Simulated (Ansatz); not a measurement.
# RbBr (Pm-3m) in Ansatz: reference runs

How does RbBr come out in PBE? The cell is run as given.

All numbers are computed with Ansatz 0.2.0; they aren't measurements. Logs are shortened: lines on timing, memory, paths and dates and some standing lists are left out, and cuts for length are marked.

## (1) The structure

The structure is cubic, space group Pm-3m (No. 221). Conventional cell: a = 4.126 Å, b = 4.126 Å, c = 4.126 Å, α = 90.00°, β = 90.00°, γ = 90.00°. Rb (site symmetry m-3m) has 8 Br at 3.57 Å as nearest neighbours. Around Br (site symmetry m-3m) lie 8 Rb at 3.57 Å.

The cell comes from a database or a generator and needn't be the stable form of this composition.

## (2) Single point, PBE

input.yaml

```yaml
crystal:
  lattice:
    - [4.1260773, 0.0, 0.0]
    - [0.0, 4.1260773, 0.0]
    - [0.0, 0.0, 4.1260773]
  atoms:
    - { symbol: Rb, position: [0.0, 0.0, 0.0] }
    - { symbol: Br, position: [0.5, 0.5, 0.5] }
kpoints:
  mp_grid: { grid: [7, 7, 7] }
scf:
  occupations: { method: fermi_dirac, width: 0.05 }
hamiltonian:
  xc: pbe
  pseudopotentials: { kind: all_electron, lapw: { basis_error: 0.001 } }
output:
  forces: true
  stress: true
  eigenvalues: true
  populations: true
```

Potentials or basis: all-electron LAPW, scalar-relativistic.

Launch:

```sh
$ ansatz run input.yaml --threads 1 --pin off --max-ram 3072MiB --backend cpu --events-out ev --progress --plain --runs-dir out
```

What it wrote:

```text
Warning: RAYON_NUM_THREADS=1 ignored (pool sized by the plan → 1); use --threads N
Rb: projections on atomic orbitals take those of the free atom 1s2 2s2 2p6 3s2 3p6 3d10 4s2 4p6 5s1, of charge +0.00 (hamiltonian.pseudopotentials.projection_atoms)
Br: projections on atomic orbitals take those of the free atom 1s2 2s2 2p6 3s2 3p6 3d10 4s2 4p5, of charge +0.00 (hamiltonian.pseudopotentials.projection_atoms)
LAPW: plane waves up to 5.339 Å⁻¹, error target 1.0e-3 eV per atom; small_component_spin mean_spin; Br in spheres of 1.768 Å, 23 of its electrons in bands, Dirac shells []; Rb in spheres of 1.805 Å, 19 of its electrons in bands, Dirac shells [] (how accurate: hamiltonian.pseudopotentials.lapw.basis_error, Limitations)
Engine: ansatz 0.2.0, aarch64-unknown-linux-gnu
Pseudopotentials: kind: all_electron
Pseudopotential: Rb, LAPW, valence charge 19, lapw/all_electron/scalar/gaussian/Rb, Koelling and Harmon's equation, gaussian nucleus
Pseudopotential: Br, LAPW, valence charge 23, lapw/all_electron/scalar/gaussian/Br, Koelling and Harmon's equation, gaussian nucleus
Functional definition: PBE
  parameter kappa = 0.804
  parameter beta = 0.06672455060314922
  exchange = pbe_x(kappa = kappa, mu = beta*pi^2/3)
  correlation = pbe_c(beta = beta)
Crystal: 2 atoms, lattice volume = 70.244 Å³
Basis set: ecut = 108.59908817477785 eV, 179 PW (Γ), exchange–correlation at level 2
Bands: 26, of which v1, the nominal top of the filled ones, is band 21 counted from 1 (20 counted from 0)
Symmetry: 48 space group operations
Space group: Pm-3m (ITA 221), of the structure as read, at distance tolerance 4.1e-5 Å
k-points: 20 of 343
Non-local potential: Rb, projectors of the file, none
Non-local potential: Br, projectors of the file, none
Initial density: superposition of atomic densities (chi_scale 0.1, normalization cell, long waves kept (reshape's long-wave potential 0.00 eV rms))
Initial wavefunctions: plane waves of lowest kinetic energy (no species holds an atomic orbital)
Functional: x = pbe(κ = 0.804, μ = 0.2195149727645171), c = pbe(β = 0.06672455060314922)
iter 1 solved again at ethr=8.22e-4 eV; its pass at ethr=1.00e-1 eV (dr2=3.45e-1 eV) is discarded
SCF iter   1: F=—  HF=-152051.417911 eV  |F-HF|=—  |Δ(HF+E_count)|=         —  Δρ=1.30e-2  dr2=3.45e-1  ethr=8.22e-4  ⟨swp⟩=2.4  Hψ=3119  notcnv=0
preconditioner: auto → Resta (q_TF=auto, 2.504 Å⁻¹)  ε∞=2.4  [insulator: Δε(μ)=4.805 eV  Ē_g=13.937 eV  σ=0.050 eV  W_gap=1.00  n_scr=18 (ndim 8)  ℏωp=16.6 eV  f_vac=0.042  D(μ)=0.00/eV (n_scr^D=0)  ε∞_Penn≈2.4]
SCF iter   2: F=—  HF=-152051.189481 eV  |F-HF|=—  |Δ(HF+E_count)|=   2.28e-1  Δρ=6.32e-3  dr2=9.07e-2  ethr=8.22e-4  ⟨swp⟩=2.3  Hψ=1686  notcnv=0
SCF iter   3: F=—  HF=-152051.184242 eV  |F-HF|=—  |Δ(HF+E_count)|=   5.24e-3  Δρ=3.57e-3  dr2=3.03e-2  ethr=2.16e-4  ⟨swp⟩=2.0  Hψ=1622  notcnv=0
iter 4 solved again at ethr=3.76e-6 eV; its pass at ethr=7.21e-5 eV (dr2=1.58e-3 eV) is discarded
SCF iter   4: F=—  HF=-152051.188277 eV  |F-HF|=—  |Δ(HF+E_count)|=         —  Δρ=8.13e-4  dr2=1.58e-3  ethr=3.76e-6  ⟨swp⟩=2.0  Hψ=2706  notcnv=0
the basis was enlarged: its passes take 80.7 KiB over the memory plan, 1 of 1 planned eigensolver slots
SCF iter   5: F=—  HF=-152051.188355 eV  |F-HF|=—  |Δ(HF+E_count)|=   7.72e-5  Δρ=1.95e-4  dr2=3.78e-5  ethr=3.76e-6  ⟨swp⟩=2.8  Hψ=1633  notcnv=0
SCF iter   6: F=—  HF=-152051.188436 eV  |F-HF|=—  |Δ(HF+E_count)|=   8.08e-5  Δρ=3.98e-5  dr2=1.24e-6  ethr=9.00e-8  ⟨swp⟩=3.0  Hψ=1671  notcnv=0
SCF iter   7: F=—  HF=-152051.188413 eV  |F-HF|=—  |Δ(HF+E_count)|=   2.26e-5  Δρ=2.42e-5  dr2=4.69e-7  ethr=2.94e-9  ⟨swp⟩=3.0  Hψ=1718  notcnv=0
SCF iter   8: F=-152051.188414 eV  HF=-152051.188414 eV  |F-HF|=3.62e-8  |Δ(HF+E_count)|=   1.20e-6  Δρ=4.56e-6  dr2=2.27e-8  ethr=1.12e-9  ⟨swp⟩=3.0  Hψ=1681  notcnv=0
SCF 1 converged in 8 iterations: F = -152051.188414 eV  dr2 = 2.27e-8
SCF converged after 8 iterations
Free energy (F): -152051.188414 eV
Harris-Foulkes:  -152051.188414 eV  (|F-HF|=3.62e-8)
Internal energy: -152051.188414 eV  (E = F + TS)
E sigma→0 (E₀):  -152051.188414 eV
Fermi energy:    6.525113 eV
--- Per-component energies (eV) ---
  E_band       = -2494.738942
  E_kinetic    = 156114.741568
  E_xc         = -5257.465717
  E_electrostatic = -302908.464265  (all electrons and nuclei)
  E_smearing   = -0.000000  (= −TS)
  E_closure    = 0.000000  (closes the sum)
  E_atoms      = -152045.227687  (free atoms, spherical and without spin; not in F)
  Σ components = -152051.188414   (vs F -152051.188414, Δ=0.00e0)
  Basis errors (estimates in eV, not in F): energy 3.5e-4 per atom: plane waves 3.1e-4 (1.6e-4 summed), levels above the bands 3.5e-60, relativity 2.9e-8, radial functions 4.1e-5, core shells 8.6e-7; eigenvalues (radial functions only) 1.4e-5; not estimated: angular momenta, meshes, grids; target (lapw.basis_error) 1.0e-3; muffin-tin radii Br 1.768 Å, Rb 1.805 Å
--- Forces (eV/Å), atoms counted from 1 ---
  atom   1  Rb     0.00000000     0.00000000     0.00000000
  atom   2  Br     0.00000000     0.00000000     0.00000000
  max |Σ_I F_I| component: 1.34e-31 eV/Å
--- Stress (GPa, compression-positive) ---
        0.800837      -0.000000       0.000000
       -0.000000       0.800837       0.000000
        0.000000       0.000000       0.800837
  P = ⅓ Tr σ = 0.8008 GPa (8.008 kbar)
--- Band table (eV; the first three rows and the last of 20) ---
  k-point 0: bands = ["-160.6929", "-160.6929", "-160.6929", "-92.6548", "-92.6548", "-92.6541", "-92.6541", "-92.6541", "-53.9892", "-53.9892", "-53.9892", "-53.9885", "-53.9885", "-20.6883", "-8.2030", "-4.6684", "-4.6684", "-4.6684", "4.2635", "4.2635", "4.2635", "8.4996", "10.0015", "10.0015", "14.3489", "14.3489"]
  k-point 1: bands = ["-160.6929", "-160.6929", "-160.6929", "-92.6548", "-92.6548", "-92.6541", "-92.6541", "-92.6541", "-53.9892", "-53.9892", "-53.9892", "-53.9885", "-53.9885", "-20.6845", "-8.2015", "-4.6963", "-4.6595", "-4.6595", "3.8783", "4.2505", "4.2505", "8.9986", "10.1550", "10.4477", "14.2437", "14.2437"]
  k-point 2: bands = ["-160.6929", "-160.6929", "-160.6929", "-92.6548", "-92.6548", "-92.6541", "-92.6541", "-92.6541", "-53.9892", "-53.9892", "-53.9892", "-53.9885", "-53.9885", "-20.6758", "-8.1996", "-4.7531", "-4.6395", "-4.6395", "3.2002", "4.2198", "4.2198", "10.0813", "10.5944", "11.4699", "14.1360", "14.1360"]
  k-point 19: bands = ["-160.6929", "-160.6929", "-160.6929", "-92.6548", "-92.6548", "-92.6541", "-92.6541", "-92.6541", "-53.9892", "-53.9892", "-53.9892", "-53.9885", "-53.9885", "-20.6338", "-7.9246", "-4.8895", "-4.8836", "-4.8836", "3.1421", "3.1421", "3.1967", "12.1119", "12.5146", "12.5146", "13.6207", "13.7994"]
--- Löwdin populations: 2 sites ---
  site symbol       q [e]
     0     Rb     36.2457
     1     Br     35.6927
  spilling = 0.000855 (of n_electrons = 72.000000)
```

Run time: 6.8 s. Hardware: 1 thread of Arm Neoverse N1, shared host; peak memory 0.24 GiB.

What came out:

```
Free energy            : -152051.1884 eV
Pressure               : 0.8 GPa
Band gap on the k mesh : 4.11 eV, indirect (least direct gap 4.24 eV)
Loewdin charges        : Rb +0.75; Br -0.69 e
```

Caveat: an odd mesh through Γ misses points on the zone boundary, where band edges often lie.
